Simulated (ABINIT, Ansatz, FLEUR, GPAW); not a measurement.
# Fe: programs and potentials compared

```
CELL_PARAMETERS angstrom
-1.48153 1.43424 1.45901
1.46753 -1.43096 1.44173
1.45354 1.40297 -1.45574
ATOMIC_POSITIONS crystal
Fe 0.98721 0.99305 0.98531
```

The given cell was strained at random by a few per cent at fixed volume.

Alike in all runs: task single point; functional PBEsol; k mesh 13 × 13 × 13; occupations fermi-dirac, width 0.05 eV; collinear spin, ferromagnetic start; no spin-orbit coupling. Pressure is positive in compression and, in plane waves, holds the error of the finite cutoff.

```json
{"program and potentials": "ABINIT, PseudoDojo NC SR PBEsol v0.4.1 standard", "plane-wave cutoff (eV)": "1225", "notes": "16 valence electrons an atom on average", "pressure (GPa)": "-15.21", "net moment per atom (μB)": "2.40", "energy over the undisturbed cell (meV/atom)": "-"}
{"program and potentials": "FLEUR, all-electron, FLAPW", "plane-wave cutoff (eV)": "-", "notes": "-", "pressure (GPa)": "-", "net moment per atom (μB)": "2.27", "energy over the undisturbed cell (meV/atom)": "2.93"}
{"program and potentials": "GPAW, PAW data sets generated for this functional", "plane-wave cutoff (eV)": "600", "notes": "8 valence electrons an atom on average", "pressure (GPa)": "-15.80", "net moment per atom (μB)": "2.26", "energy over the undisturbed cell (meV/atom)": "3.02"}
{"program and potentials": "Ansatz, all-electron LAPW, scalar-relativistic", "plane-wave cutoff (eV)": "-", "notes": "-", "pressure (GPa)": "-17.91", "net moment per atom (μB)": "2.26", "energy over the undisturbed cell (meV/atom)": "-"}
```

The pressure spans -17.91 (Ansatz, all-electron LAPW, scalar-relativistic) to -15.21 GPa (ABINIT, PseudoDojo NC SR PBEsol v0.4.1 standard), with all-electron results at -17.91. The net moment per atom spans 2.26 (Ansatz, all-electron LAPW, scalar-relativistic) to 2.40 μB (ABINIT, PseudoDojo NC SR PBEsol v0.4.1 standard), with all-electron results at 2.26 to 2.27. The cell lies far from this level's equilibrium. The state is the one that the start led to, which needn't be the lowest.

The functional is the same throughout but for its coding, so the spread measures potentials, basis and numerics; runs on potential files found faulty are left out.

The negative pressures show a lattice under tension that would contract if released. PBEsol's known tendency to make 3d metals too compact probably contributes. Ferromagnetism arises from exchange splitting of the narrow, partly filled 3d bands, and stretching the lattice favours it by reducing d-d overlap.

Three runs agree closely on the moment, while ABINIT gives a larger one at 2.40 μB. Valence count alone doesn't explain this, since GPAW matches the all-electron moments with fewer explicit electrons. The norm-conserving potential's description of spin-dependent exchange and correlation near the core is a more likely source. Nor does the moment account for the whole pressure spread: GPAW and Ansatz share 2.26 μB but differ in pressure.

The strain energies of 2.93 and 3.02 meV/atom agree well, probably because errors common to the strained and undisturbed cells largely cancel. Their positive sign shows that this particular distortion costs energy at fixed volume, but a single random strain can't separate the tetragonal and trigonal shear stiffnesses.
